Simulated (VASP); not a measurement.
**CdTe: relaxation of the atoms with LDA**

Crystal: CdTe.

```
Cd Te
1.0
     0.00000    3.18825    3.18825
     3.18825    0.00000    3.18825
     3.18825    3.18825    0.00000
Cd Te
1 1
Direct
  0.00000 0.00000 0.00000
  0.25000 0.25000 0.25000
```

The cell isn't the ideal one: a relaxed cell with its volume scaled by 0.98.

```yaml
Program: VASP 6.6.1
Task: relaxation of the atoms
Functional: LDA
Potentials_or_basis: VASP PAW LDA potentials, release 64 (Cd, Te)
Cutoff: 600 eV
k_mesh: 8 × 8 × 8
Occupations: gaussian, width 0.03 eV
Spin: no spin polarisation
Further_INCAR_settings: ALGO = Normal; EDIFF = 1e-07; IBRION = 2; EDIFFG = -0.01; NSW = 40
```

```
Pressure after relaxing : 1.0 GPa
Band gap on the k mesh  : 0.70 eV, direct
```

Final structure:
```
Cd Te
1.0
     0.00000    3.18825    3.18825
     3.18825    0.00000    3.18825
     3.18825    3.18825    0.00000
Cd Te
1 1
Direct
  0.00000 0.00000 0.00000
  0.25000 0.25000 0.25000
```

Levels at points of the mesh, in eV from the valence-band top:
```
           k point  band 5  band 6  band 7  band 8  band 9  band 10  band 11  band 12  band 13
(0.00, 0.00, 0.00)   -8.17   -8.17    0.00    0.00    0.00     0.70     4.46     4.46     4.46
(0.50, 0.00, 0.00)   -8.16   -7.79   -4.79   -0.86   -0.86     1.71     5.07     5.07     6.88
(0.50, 0.50, 0.00)   -8.14   -7.63   -4.62   -2.06   -2.06     2.33     2.54     8.91     9.23
```

Wall time 13 s on 1 thread of Intel(R) Xeon(R) Platinum 8488C (Sapphire Rapids), on a shared host, peak memory 0.18 GiB.

Caveat: the relaxation stopped at its first step, so nothing moved; spin-orbit coupling is left out, which moves the levels of the heavy elements.
